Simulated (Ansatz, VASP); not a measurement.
# KF in VASP and in Ansatz

Contents of INCAR:

```
SYSTEM = KF
PREC = Accurate
ENCUT = 600
EDIFF = 1E-6
ISMEAR = 0
SIGMA = 0.1
LREAL = .FALSE.
LASPH = .TRUE.
NELM = 60
ALGO = Normal
ISIF = 3
LWAVE = .FALSE.
LCHARG = .FALSE.
GGA = PE
IBRION = 2
NSW = 90
EDIFFG = -0.04
```

Contents of KPOINTS:

```
regular mesh
0
G
  6 6 6
  0 0 0
```

Contents of POSCAR:

```
KF
1.0
    2.5594953500     -2.6838488600      0.0000000000
    2.5594953500      2.6838488600      0.0000000000
   -2.5264672500      0.0000000000      2.7197928600
K F
1 1
Direct
    0.0382243000      0.0382243000      0.9937999900
    0.4617757000      0.4617757000      0.0062000100
```

Input for Ansatz:

```yaml
crystal:
  lattice:
    - [2.55949535, -2.68384886, 0.0]
    - [2.55949535, 2.68384886, 0.0]
    - [-2.52646725, 0.0, 2.71979286]
  atoms:
    - { symbol: K, position: [0.0382243, 0.0382243, 0.99379999] }
    - { symbol: F, position: [0.4617757, 0.4617757, 0.00620001] }
basis:
  ecutwfc: 420
kpoints:
  mp_grid: { grid: [6, 6, 6] }
hamiltonian:
  xc: pbe
scf:
  occupations: { method: gaussian, width: 0.1 }
  lower_state_search: "off"
output:
  forces: true
  stress: true
  eigenvalues: true
relax:
  adjacent_minimum: "off"
  f_tol: 0.04
  max_steps: 70
  cell: { stress_tol: 0.4 }
```

Alike in both runs: task relaxation of cell and atoms; functional PBE; k mesh 6 × 6 × 6; occupations gaussian, width 0.1 eV; no spin polarisation.

|  | VASP | Ansatz |
| --- | --- | --- |
| version | VASP 6.6.1 | Ansatz 0.2.0 |
| potentials or method | VASP PAW PBE potentials, release 64 (K_sv, F) | scalar-relativistic, plane waves, PAW |
| plane-wave cutoff (eV) | 600 | 420 |
| valence electrons in the cell | 16 | 16 |

|  | VASP | Ansatz | Ansatz less VASP |
| --- | --- | --- | --- |
| gap on the k mesh at the Fermi level, each at its own relaxed structure (eV) | 5.94 | 5.99 | +0.052 |
| relaxed volume (Å³/atom) | 19.91 | 19.76 | -0.150 |
| relaxed cell length with the largest relative difference (Å) | 3.839 | 3.817 | -0.0225 |
| energy change over the relaxation (meV/atom) | -208 | -199 | +8.5 |

PBE gaps usually lie below the measured ones, often by a third to a half.
